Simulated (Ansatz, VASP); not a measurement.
## One calculation of SnSe, two programs

INCAR

```
PREC = Accurate
ENCUT = 520
EDIFF = 1E-6
ISMEAR = -1
SIGMA = 0.02
LREAL = F
LASPH = T
NELM = 100
ALGO = Normal
ISIF = 2
LWAVE = F
LCHARG = T
GGA = PS
LELF = T
LVHAR = T
NBANDS = 17
```

File KPOINTS:

```
Automatic mesh
0
Gamma
  8 8 8
```

The input POSCAR:

```
SnSe
1.0
    0.0000000000      2.9727546659      2.9727546659
    2.9727546659      0.0000000000      2.9727546659
    2.9727546659      2.9727546659      0.0000000000
Sn Se
1 1
Direct
    0.0000000000      0.0000000000      0.0000000000
    0.5000000000      0.5000000000      0.5000000000
```

Input for Ansatz:

```yaml
crystal:
  lattice:
    - [0.0, 2.9727546659, 2.9727546659]
    - [2.9727546659, 0.0, 2.9727546659]
    - [2.9727546659, 2.9727546659, 0.0]
  atoms:
    - { symbol: Sn, position: [0.0, 0.0, 0.0] }
    - { symbol: Se, position: [0.5, 0.5, 0.5] }
kpoints:
  mp_grid: { grid: [8, 8, 8] }
  band_path:
    path:
      - [0.0, 0.0, 0.0]
      - [0.5, 0.0, 0.5]
      - [0.625, 0.25, 0.625]
      - [0.375, 0.375, 0.75]
      - [0.0, 0.0, 0.0]
      - [0.5, 0.5, 0.5]
      - [0.5, 0.25, 0.75]
      - [0.5, 0.0, 0.5]
    npoints: 14
scf:
  occupations: { method: fermi_dirac, width: 0.02 }
hamiltonian:
  xc: pbesol
  pseudopotentials: { kind: all_electron, lapw: { basis_error: 0.0005 } }
output:
  forces: true
  stress: true
  eigenvalues: true
  populations: true
```

Measurements of this composition are mostly on another form, of space group No. 62.

Alike in both runs: task single point; functional PBEsol; k mesh 8 × 8 × 8; occupations fermi-dirac, width 0.02 eV; no spin polarisation.

```csv
,VASP,Ansatz
version,VASP 6.6.1,Ansatz 0.2.0
potentials or method,"VASP PAW PBE potentials, release 64 (Sn_d, Se)","all-electron LAPW, scalar-relativistic"
plane-wave cutoff (eV),520,see its input
```

|  | VASP | Ansatz | Ansatz less VASP |
| --- | --- | --- | --- |
| gap on the k mesh at the Fermi level (eV) | 0.75 | 0.75 | -0.001 |
| pressure (GPa) | 0.0 | 0.0 | -0.02 |

Ansatz ran all-electron here, so the differences hold the error of VASP's frozen core and of both bases.

Caveats: the PAW data sets were made with another functional, which shifts forces and pressure a little (VASP); spin-orbit coupling is left out, which moves the levels of the heavy elements. A k mesh can miss the band edges.
